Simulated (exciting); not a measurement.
Runs of exciting (release sodium) on NaCl. It takes space group Pm-3m (No. 221, cubic). Conventional cell: a = 3.502 Å, b = 3.502 Å, c = 3.502 Å, α = 90.00°, β = 90.00°, γ = 90.00°. Cl (site symmetry m-3m) has 8 Na at 3.03 Å as nearest neighbours. Around Na (site symmetry m-3m) lie 8 Cl at 3.03 Å. Measurements of this composition are mostly on another form, of space group No. 225.

```csv
level,outputlevel,gap on the mesh (eV)
BLYP,normal,(b)
RPBE,normal,(a)
revPBE,high,4.28
LDA,normal,3.61
PBEsol,low,3.85
```

Alike in all rows: task band structure; potentials or basis all-electron LAPW+lo, shipped species files, valence relativity iora*; no spin polarisation; cell as given; k mesh 8 × 8 × 8; smearing fermi-dirac 0.05 eV; rgkmax 7.5.

**Question.** Estimate the missing entries.

**Answer.** (a) 4.30; (b) 4.05.

Runs at the PBE level aren't shown here.
